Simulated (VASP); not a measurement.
# TiO2 (I4_1/amd) in VASP: a series of runs

The runs below take TiO2 through relaxation of cell and atoms, with rev-vdW-DF2, PBEsol.

Program: VASP 6.6.1. These are calculated values, not measurements. Logs are shortened: lines on timing, memory, paths and dates and some standing lists are left out, and cuts for length are marked.

**1. Starting point**

Symmetry: I4_1/amd, No. 141, tetragonal system. The conventional cell has a = 3.798 Å, b = 3.798 Å, c = 9.565 Å, α = 90.00°, β = 90.00°, γ = 90.00°. Around Ti (site symmetry -4m2) lie 6 O at 1.94 to 1.99 Å. Around O (site symmetry 2mm) lie 3 Ti at 1.94 to 1.99 Å.

**2. Relaxation of cell and atoms, rev-vdW-DF2**

Contents of INCAR:

```
AGGAC = 0.0
ALGO = Normal
EDIFF = 1E-7
EDIFFG = -0.005
ENCUT = 600
GGA = MK
IBRION = 2
ISIF = 3
ISMEAR = 0
KPAR = 2
LASPH = T
LCHARG = F
LREAL = F
LUSE_VDW = T
LWAVE = F
NELM = 80
NSW = 90
PARAM1 = 0.1234
PARAM2 = 0.711357
PREC = Accurate
SIGMA = 0.03
ZAB_VDW = -1.8867
```

Contents of KPOINTS:

```
k-points
0
Gamma
  10 10 10
```

Contents of POSCAR:

```
TiO2                                    
1.0
   -1.8989782264      1.8989782264      4.7823711569
    1.8989782264     -1.8989782264      4.7823711569
    1.8989782264      1.8989782264     -4.7823711569
  Ti              O             
     2     4
Direct
     0.0000000000000000    0.0000000000000000    0.0000000000000000
     0.7500000000000000    0.2500000000000000    0.5000000000000000
     0.2083792534166977    0.2083792534166977    0.0000000000000000
     0.9583792534166976    0.4583792534166977    0.5000000000000000
     0.5416207465833024    0.0416207465833023    0.5000000000000000
     0.7916207465833024    0.7916207465833024    0.0000000000000000
```

Potentials or basis: VASP PAW PBE potentials, release 64 (Ti_sv, O).

Launch:

```sh
$ cat potpaw_PBE.64/Ti_sv/POTCAR potpaw_PBE.64/O/POTCAR > POTCAR
$ mpirun -np 2 vasp_std > vasp.out
```

OUTCAR:

```text
EDIFF = 1E-7
   EDIFFG = -0.005
   ENCUT = 600
   GGA = MK
   IBRION = 2
   ISIF = 3
   ISMEAR = 0
   LASPH = T
   LREAL = F
   NELM = 80
   NSW = 90
   PREC = Accurate

 ion  position               nearest neighbor table
   1  0.000  0.000  0.000-   5 1.94   4 1.94   5 1.94   4 1.94   3 1.99   6 1.99
   2  0.750  0.250  0.500-   6 1.94   3 1.94   6 1.94   3 1.94   4 1.99   5 1.99
   3  0.208  0.208  0.000-   2 1.94   2 1.94   1 1.99
   4  0.958  0.458  0.500-   1 1.94   1 1.94   2 1.99
   5  0.542  0.042  0.500-   1 1.94   1 1.94   2 1.99
   6  0.792  0.792  0.000-   2 1.94   2 1.94   1 1.99

  LATTYP: Found a body centered tetragonal cell.
 ALAT       =     3.7979564528
 C/A-ratio  =     2.5183917806

  Lattice vectors:

 A1 = (  -1.8989782264,   1.8989782264,   4.7823711569)
 A2 = (   1.8989782264,  -1.8989782264,   4.7823711569)
 A3 = (   1.8989782264,   1.8989782264,  -4.7823711569)

Analysis of symmetry for initial positions (statically):
=====================================================================
 Subroutine PRICEL returns:
 Original cell was already a primitive cell.

 Routine SETGRP: Setting up the symmetry group for a
 body centered tetragonal supercell.

 Subroutine GETGRP returns: Found 16 space group operations
 (whereof  8 operations were pure point group operations)
 out of a pool of 16 trial point group operations.

The static configuration has the point symmetry D_2d.
 The point group associated with its full space group is D_4h.

Analysis of symmetry for dynamics (positions and initial velocities):
=====================================================================
 Subroutine PRICEL returns:
 Original cell was already a primitive cell.

 Routine SETGRP: Setting up the symmetry group for a
 body centered tetragonal supercell.

 Subroutine GETGRP returns: Found 16 space group operations
 (whereof  8 operations were pure point group operations)
 out of a pool of 16 trial point group operations.

The dynamic configuration has the point symmetry D_2d.
 The point group associated with its full space group is D_4h.

 Subroutine INISYM returns: Found 16 space group operations
 (whereof  8 operations are pure point group operations),
 and found     1 'primitive' translations

----------------------------------------------------------------------------------------

                                     Primitive cell

  volume of cell :      68.9832

  direct lattice vectors                    reciprocal lattice vectors
    -1.898978226  1.898978226  4.782371157     0.000000000  0.263299491  0.104550647
     1.898978226 -1.898978226  4.782371157     0.263299491  0.000000000  0.104550647
     1.898978226  1.898978226 -4.782371157     0.263299491  0.263299491  0.000000000

  length of vectors
     5.484825475  5.484825475  5.484825475     0.283297476  0.283297476  0.372361711

  position of ions in fractional coordinates (direct lattice)
     0.000000000  0.000000000  0.000000000
     0.750000000  0.250000000  0.500000000
     0.208379253  0.208379253  0.000000000
     0.958379253  0.458379253  0.500000000
     0.541620747  0.041620747  0.500000000
     0.791620747  0.791620747  0.000000000

  ion indices of the primitive-cell ions
   primitive index   ion index
                 1           1
                 2           2
                 3           3
                 4           4
                 5           5
                 6           6

----------------------------------------------------------------------------------------

 KPOINTS: k-points

Automatic generation of k-mesh.
 Grid dimensions read from file:
 generate k-points for:   10   10   10

 Generating k-lattice:

  Cartesian coordinates                     Fractional coordinates (reciprocal lattice)
     0.000000000  0.026329949  0.010455065     0.100000000  0.000000000 -0.000000000
     0.026329949  0.000000000  0.010455065     0.000000000  0.100000000 -0.000000000
     0.026329949  0.026329949  0.000000000     0.000000000  0.000000000  0.100000000

  Length of vectors
     0.028329748  0.028329748  0.037236171

  Shift w.r.t. Gamma in fractional coordinates (k-lattice)
     0.000000000  0.000000000  0.000000000

 Subroutine IBZKPT returns following result:
 ===========================================

 Found    102 irreducible k-points:

 Following reciprocal coordinates:
            Coordinates               Weight
  0.000000  0.000000  0.000000      1.000000
  0.100000 -0.000000  0.000000      8.000000
  0.200000 -0.000000  0.000000      8.000000
  0.300000  0.000000 -0.000000      8.000000
  0.400000  0.000000 -0.000000      8.000000
  0.500000  0.000000 -0.000000      4.000000
[... 16 lines left out ...]
  0.300000  0.300000 -0.000000      8.000000
  0.400000  0.300000  0.000000     16.000000
 [... further k-points ...]
   k-points           NKPTS =    102   k-points in BZ     NKDIM =    102   number of bands    NBANDS=     28
   number of dos      NEDOS =    301   number of ions     NIONS =      6
   total plane-waves  NPLWV = 110592
   dimension x,y,z NGX =    48 NGY =   48 NGZ =   48
   dimension x,y,z NGXF=    96 NGYF=   96 NGZF=   96
   ions per type =               2   4
   NGX,Y,Z   is equivalent  to a cutoff of  14.55, 14.55, 14.55 a.u.
   NGXF,Y,Z  is equivalent  to a cutoff of  29.10, 29.10, 29.10 a.u.
 SYSTEM =  unknown system
   PREC   = accura    normal or accurate (medium, high low for compatibility)
   ISTART =      0    job   : 0-new  1-cont  2-samecut
   ICHARG =      2    charge: 1-file 2-atom 10-const
   ISPIN  =      1    spin polarized calculation?
   LNONCOLLINEAR =      F non collinear calculations
   LSORBIT =      F    spin-orbit coupling
   LASPH  =      T    aspherical Exc in radial PAW
   ENCUT  =  600.0 eV  44.10 Ry    6.64 a.u.  10.95 10.95 10.95*2*pi/ulx,y,z
   NELM   =     80;   NELMIN=  2; NELMDL= -5     # of ELM steps
   EDIFF  = 0.1E-06   stopping-criterion for ELM
   LREAL  =      F    real-space projection
   EDIFFG = -.5E-02   stopping-criterion for IOM
   NSW    =     90    number of steps for IOM
   IBRION =      2    ionic relax: 0-MD 1-quasi-New 2-CG
   NFREE  =      1    steps in history (QN), initial steepest desc. (CG)
   ISIF   =      3    stress and relaxation
   ISYM   =      2    0-nonsym 1-usesym 2-fastsym
   POTIM  = 0.5000    time-step for ionic-motion
   TEBEG  =    0.0;   TEEND  =   0.0 temperature during run
   PSTRESS=    0.0 pullay stress
   NELECT =      48.0000    total number of electrons
   NUPDOWN=      -1.0000    fix difference up-down
   EMIN   =  10.00;   EMAX   =-10.00  energy-range for DOS
   EFERMI =   0.00;   METHOD = LEGACY
   ISMEAR =     0;   SIGMA  =   0.03  broadening in eV -4-tet -1-fermi 0-gaus
   EFERMI_NEDOS =   21; number of points for ismear=-14 and -15
   IALGO  =     38    algorithm
   IMIX   =      4    mixing-type and parameters
     AMIX     =   0.40;   BMIX     =  1.00
     AMIX_MAG =   1.60;   BMIX_MAG =  1.00
  volume/ion in A,a.u.               =      11.50        77.59
  Fermi-wavevector in a.u.,A,eV,Ry     =   1.450688  2.741404 28.633421  2.104497
  Thomas-Fermi vector in A             =   2.568272
   LORBIT       =      0    0 simple, 1 ext, 2 COOP (PROOUT), +10 PAW based schemes
   GGA     = MK    functional components
   LHFCALC =     F    Hartree Fock is set to
   AEXX    =    0.0000 exact exchange contribution
   IVDW_NL    =     1    kernel type
   BPARAM     = 6.3000
   IVDW    =     0    specifies the selected vdW correction
   LEPSILON=     F    determine dielectric tensor
   LRPA    =     F    only Hartree local field effects (RPA)
 conjugate gradient relaxation of ions
 non-spin polarized calculation
 Gauss-broadening in eV      SIGMA  =   0.03
  energy-cutoff  :      600.00
  volume of cell :       68.98
 maximum number of plane-waves:      2324
 NGX is ok and might be reduce to    48
   NGX = 21   NGY = 21   NGZ = 21

--------------------------------------- Ionic step        1  -------------------------------------------

 number of electron      47.9999999 magnetization

 Free energy of the ion-electron system (eV)
  ---------------------------------------------------
  ext. energy  EPLUGINS =         0.00000000
  ---------------------------------------------------
  free energy    TOTEN  =       -43.75352477 eV

  energy without entropy =      -43.75352477  energy(sigma->0) =      -43.75352477

------------------------ aborting loop because EDIFF is reached ----------------------------------------

  FORCE on cell =-STRESS in cart. coord.  units (eV):
  Direction    XX          YY          ZZ          XY          YZ          ZX
  --------------------------------------------------------------------------------------
  -------------------------------------------------------------------------------------
  Total       -0.0263961     -0.0263961      0.0228379      0.0000000     -0.0000000      0.0000000
  in kB       -0.6130660     -0.6130660      0.5304255      0.0000000     -0.0000000      0.0000000
  external PRESSURE =      -0.2319022 kB  Pullay stress =       0.0000000 kB
[... 279 lines left out ...]
Total vdW correction in eV:      8.3021581

--------------------------------------- Ionic step        8  -------------------------------------------

 number of electron      47.9999999 magnetization

 Free energy of the ion-electron system (eV)
  ---------------------------------------------------
  ext. energy  EPLUGINS =         0.00000000
  ---------------------------------------------------
  free energy    TOTEN  =       -43.75358208 eV

  energy without entropy =      -43.75358208  energy(sigma->0) =      -43.75358208

 E-fermi :   3.4194     XC(G=0): -10.9126

 val. band max:        3.1219365691   @ k =  -0.4000   0.4000   0.0000
 cond. band min:       5.1802380808   @ k =   0.0000   0.0000   0.0000
 fundamental gap:      2.0583015117
 Fermi energy:         3.4193675406

 k-point     1 :       0.0000    0.0000    0.0000
  band No.  band energies     occupation
      1     -53.1480      2.00000
      2     -53.0910      2.00000
      3     -29.7135      2.00000
      4     -29.4827      2.00000
      5     -29.4827      2.00000
      6     -29.4156      2.00000
[... 733 lines left out ...]
     27       6.5836      0.00000
     28       6.7200      0.00000

 [... further k-points ...]

------------------------ aborting loop because EDIFF is reached ----------------------------------------

  FORCE on cell =-STRESS in cart. coord.  units (eV):
  Direction    XX          YY          ZZ          XY          YZ          ZX
  --------------------------------------------------------------------------------------
  -------------------------------------------------------------------------------------
  Total        0.0086409      0.0086409     -0.0127357      0.0000000     -0.0000000      0.0000000
  in kB        0.2006218      0.2006218     -0.2956958      0.0000000     -0.0000000      0.0000000
  external PRESSURE =       0.0351826 kB  Pullay stress =       0.0000000 kB
[... 21 lines left out ...]
  FREE ENERGIE OF THE ION-ELECTRON SYSTEM (eV)
  ---------------------------------------------------
  free  energy   TOTEN  =       -43.7535820842 eV

  energy  without entropy=      -43.7535820842  energy(sigma->0) =      -43.75358208

Total vdW correction in eV:      8.3022924

 reached required accuracy - stopping structural energy minimisation
```

It took 35 min on 2 MPI ranks of Intel Xeon Platinum 8488C (Sapphire Rapids), shared host; peak memory 0.98 GiB.

What came out:

| Property | Result |
| --- | --- |
| Free energy | -43.7536 eV |
| Relaxed volume | 11.50 Å³/atom |
| Relaxed cell | a = 5.490 Å, b = 5.490 Å, c = 5.490 Å, α = 139.55°, β = 139.55°, γ = 58.53° |
| Space group after relaxing (to 0.05 Å) | I4_1/amd (No. 141) |
| Energy gained by relaxing | 0.0 meV/atom |
| Ionic steps | 8 |
| Pressure after relaxing | 0.0 GPa |
| Largest force after relaxing | 0.003 eV/Å |
| Band gap on the k mesh | 2.06 eV, indirect (least direct gap 2.40 eV) |

Forces on the atoms (eV/Å):
```
Ti   0.000  0.000  0.000
Ti   0.000  0.000  0.000
O    0.000  0.000 -0.003
O    0.000  0.000 -0.003
O    0.000  0.000  0.003
O    0.000  0.000  0.003
```

Final structure:
```yaml
crystal:
  lattice:
    - [-1.89787, 1.89787, 4.78959]
    - [1.89787, -1.89787, 4.78959]
    - [1.89787, 1.89787, -4.78959]
  atoms:
    - { symbol: Ti, position: [0.00000, 0.00000, 0.00000] }
    - { symbol: Ti, position: [0.75000, 0.25000, 0.50000] }
    - { symbol: O, position: [0.20817, 0.20817, 0.00000] }
    - { symbol: O, position: [0.95817, 0.45817, 0.50000] }
    - { symbol: O, position: [0.54183, 0.04183, 0.50000] }
    - { symbol: O, position: [0.79183, 0.79183, 0.00000] }
```

Levels at points of the mesh, in eV from the valence-band top:
```
           k point  band 22  band 23  band 24  band 25  band 26  band 27
(0.00, 0.00, 0.00)    -0.78    -0.46    -0.46     2.06     2.77     3.88
(0.50, 0.00, 0.00)    -0.95    -0.86    -0.64     3.15     3.46     3.46
(0.50, 0.50, 0.00)    -2.06    -0.03    -0.03     3.25     3.25     3.72
(0.50, 0.50, 0.50)    -1.27    -0.13    -0.13     2.40     2.40     3.66
```

Caveat: the PAW data sets were made with another functional, which shifts forces and pressure a little. A k mesh can miss the band edges.

**3. Relaxation of cell and atoms, PBEsol**

This run uses another cell than the first one, of 11.35 Å³/atom, 0.988 times its volume.

Contents of INCAR:

```
SYSTEM = TiO2
ALGO = Normal
EDIFF = 1E-6
EDIFFG = -0.01
ENCUT = 600
GGA = PS
IBRION = 2
ISIF = 3
ISMEAR = 0
KPAR = 2
LASPH = .True.
LCHARG = .False.
LREAL = .False.
LWAVE = .False.
NELM = 80
NSW = 90
PREC = Accurate
SIGMA = 0.03
```

Contents of KPOINTS:

```
k-points
0
Gamma
  10 10 10
  0 0 0
```

Contents of POSCAR:

```
TiO2
1.0
   -1.8921000000      1.8921000000      4.7573000000
    1.8921000000     -1.8921000000      4.7573000000
    1.8921000000      1.8921000000     -4.7573000000
Ti O
2 4
Direct
    0.0000000000      0.0000000000      0.0000000000
    0.7500000000      0.2500000000      0.5000000000
    0.2081000000      0.2081000000      0.0000000000
    0.9581000000      0.4581000000      0.5000000000
    0.5419000000      0.0419000000      0.5000000000
    0.7919000000      0.7919000000      0.0000000000
```

Potentials or basis: VASP PAW PBE potentials, release 64 (Ti_sv, O).

Launch:

```sh
$ cat potpaw_PBE.64/Ti_sv/POTCAR potpaw_PBE.64/O/POTCAR > POTCAR
$ mpirun -np 2 vasp_std > vasp.out
```

It took 15 min on 2 MPI ranks of Intel Xeon Platinum 8559C (Emerald Rapids), shared host; peak memory 0.47 GiB.

The run converged. Its results:

```yaml
Free_energy: -56.2266 eV
Relaxed_volume: 11.33 Å³/atom
Relaxed_cell: a = 5.473 Å, b = 5.473 Å, c = 5.473 Å, α = 139.69°, β = 139.69°, γ = 58.33°
Space_group_after_relaxing_to_0.05_Å: I4_1/amd (No. 141)
Energy_gained_by_relaxing: 0.2 meV/atom
Ionic_steps: 12
Pressure_after_relaxing: 0.0 GPa
Band_gap_on_the_k_mesh: 2.09 eV, indirect (least direct gap 2.42 eV)
```

The path:
| step | energy change (eV) | largest force (eV/Å) | pressure (GPa) | volume (Å³) |
| --- | --- | --- | --- | --- |
| 1 | 0.0000 | 0.0106 | -0.53 | 68.13 |
| 2 | -0.0006 | 0.0091 | 0.55 | 67.76 |
| 3 | -0.0008 | 0.0024 | 0.22 | 67.87 |
| 4 | -0.0008 | 0.0023 | 0.16 | 67.89 |
| 5 | -0.0009 | 0.0267 | -0.03 | 67.95 |
| 6 | -0.0009 | 0.0355 | -0.13 | 67.97 |
| 7 | -0.0009 | 0.0316 | -0.09 | 67.96 |
| 8 | -0.0009 | 0.0296 | -0.08 | 67.96 |
| 9 | -0.0010 | 0.0275 | -0.05 | 67.96 |
| 10 | -0.0011 | 0.0225 | 0.05 | 67.98 |
| 11 | -0.0012 | 0.0117 | 0.04 | 68.02 |
| 12 | -0.0012 | 0.0012 | 0.02 | 68.01 |

Final structure:
```cif
data_structure
_symmetry_space_group_name_H-M 'P 1'
_symmetry_Int_Tables_number 1
_cell_length_a 5.4734
_cell_length_b 5.4734
_cell_length_c 5.4734
_cell_angle_alpha 139.687
_cell_angle_beta 139.687
_cell_angle_gamma 58.329
_cell_volume 68.01
loop_
_atom_site_label
_atom_site_type_symbol
_atom_site_fract_x
_atom_site_fract_y
_atom_site_fract_z
_atom_site_occupancy
Ti1 Ti 0.00000 0.00000 0.00000 1
Ti2 Ti 0.75000 0.25000 0.50000 1
O1 O 0.20756 0.20756 0.00000 1
O2 O 0.95756 0.45756 0.50000 1
O3 O 0.54244 0.04244 0.50000 1
O4 O 0.79244 0.79244 0.00000 1
```

Levels at points of the mesh, in eV from the valence-band top:
```tsv
k point	band 20	band 21	band 22	band 23	band 24	band 25	band 26	band 27	band 28
(0.00, 0.00, 0.00)	-0.78	-0.77	-0.77	-0.46	-0.46	2.09	2.84	4.03	4.03
(0.50, 0.00, 0.00)	-1.99	-1.98	-0.96	-0.83	-0.64	3.25	3.57	3.58	3.66
(0.50, 0.50, 0.00)	-2.67	-2.09	-2.09	-0.04	-0.04	3.33	3.33	3.83	3.83
(0.50, 0.50, 0.50)	-1.36	-1.26	-1.26	-0.10	-0.10	2.45	2.45	3.79	3.79
```

Caveat: the PAW data sets were made with another functional, which shifts forces and pressure a little.

**4. Relaxation of cell and atoms, PBEsol**

This run uses another cell than the first one, of 11.33 Å³/atom, 0.986 times its volume.

INCAR, as its differences from that of step 3:

```diff
@@ -2,4 +2,4 @@
 ALGO = Normal
-EDIFF = 1E-6
-EDIFFG = -0.01
+EDIFF = 1E-7
+EDIFFG = -0.005
 ENCUT = 600
```

KPOINTS is that of step 3.

Contents of POSCAR:

```
TiO2                                    
1.0
   -1.8860493893      1.8860493893      4.7794972993
    1.8860493893     -1.8860493893      4.7794972993
    1.8860493893      1.8860493893     -4.7794972993
  Ti              O             
     2     4
Direct
     0.0000000000000000    0.0000000000000000    0.0000000000000000
     0.7500000000000000    0.2500000000000000    0.5000000000000000
     0.2075587146242187    0.2075587146242187    0.0000000000000000
     0.9575587146242187    0.4575587146242186    0.5000000000000000
     0.5424412853757813    0.0424412853757814    0.5000000000000000
     0.7924412853757813    0.7924412853757813    0.0000000000000000
```

Launch:

```sh
$ cat potpaw_PBE.64/Ti_sv/POTCAR potpaw_PBE.64/O/POTCAR > POTCAR
$ mpirun -np 2 vasp_std > vasp.out
```

It took 3.5 min on 2 MPI ranks of Intel Xeon Platinum 8559C (Emerald Rapids), shared host; peak memory 0.43 GiB.

It converged, with:

```yaml
Free_energy: -56.2264 eV
Pressure_after_relaxing: 0.0 GPa
Band_gap_on_the_k_mesh: 2.09 eV, indirect (least direct gap 2.42 eV)
```

Final structure:
```cif
data_structure
_symmetry_space_group_name_H-M 'P 1'
_symmetry_Int_Tables_number 1
_cell_length_a 5.4734
_cell_length_b 5.4734
_cell_length_c 5.4734
_cell_angle_alpha 139.687
_cell_angle_beta 139.687
_cell_angle_gamma 58.329
_cell_volume 68.01
loop_
_atom_site_label
_atom_site_type_symbol
_atom_site_fract_x
_atom_site_fract_y
_atom_site_fract_z
_atom_site_occupancy
Ti1 Ti 0.00000 0.00000 0.00000 1
Ti2 Ti 0.75000 0.25000 0.50000 1
O1 O 0.20756 0.20756 0.00000 1
O2 O 0.95756 0.45756 0.50000 1
O3 O 0.54244 0.04244 0.50000 1
O4 O 0.79244 0.79244 0.00000 1
```

Levels at points of the mesh, in eV from the valence-band top:
| k point | band 21 | band 22 | band 23 | band 24 | band 25 | band 26 | band 27 | band 28 |
| --- | --- | --- | --- | --- | --- | --- | --- | --- |
| (0.00, 0.00, 0.00) | -0.77 | -0.77 | -0.46 | -0.46 | 2.09 | 2.84 | 4.03 | 4.04 |
| (0.50, 0.00, 0.00) | -1.98 | -0.96 | -0.83 | -0.64 | 3.25 | 3.57 | 3.58 | 3.66 |
| (0.50, 0.50, 0.00) | -2.09 | -2.09 | -0.04 | -0.04 | 3.33 | 3.33 | 3.83 | 3.83 |
| (0.50, 0.50, 0.50) | -1.26 | -1.26 | -0.10 | -0.10 | 2.45 | 2.45 | 3.79 | 3.79 |

Caveat: the relaxation stopped at its first step, so nothing moved; the PAW data sets were made with another functional, which shifts forces and pressure a little.
